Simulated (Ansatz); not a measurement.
Crystal: SnTe.

```
Te Sn
1.0
     0.00000    3.15085    3.15085
     3.15085    0.00000    3.15085
     3.15085    3.15085    0.00000
Te Sn
1 1
Direct
  0.50000 0.50000 0.50000
  0.00000 0.00000 0.00000
```

* Program: Ansatz 0.2.0
* Task: relaxation of cell and atoms
* Functional: BLYP
* Dispersion: D4
* Potentials or basis: all-electron LAPW, scalar-relativistic
* Basis error allowed: 0.001 eV/atom
* k mesh: 7 × 7 × 7
* Occupations: fermi-dirac, width 0.05 eV
* Spin: no spin polarisation

At the start: volume 31.28 Å³/atom.

Problem. How do energy, volume and symmetry change on relaxing?

Solution. Over 5 steps the energy falls by 7.0 meV/atom and the volume is 32.58 Å³/atom (+4.2 %); space group Fm-3m (No. 225, to 0.05 Å).

The path:
| step | energy change (eV) | largest force (eV/Å) | volume (Å³) |
| --- | --- | --- | --- |
| 1 | 0.0000 | 0.0000 | 62.56 |
| 2 | -0.0130 | 0.0000 | 65.92 |
| 3 | -0.0139 | 0.0000 | 65.32 |
| 4 | -0.0139 | 0.0000 | 65.16 |
| 5 | -0.0139 | 0.0000 | 65.16 |

Final structure:
```
Te Sn
1.0
     0.00000    3.19391    3.19391
     3.19391    0.00000    3.19391
     3.19391    3.19391    0.00000
Te Sn
1 1
Cartesian
  3.1939 3.1939 3.1939
  0.0000 0.0000 0.0000
```
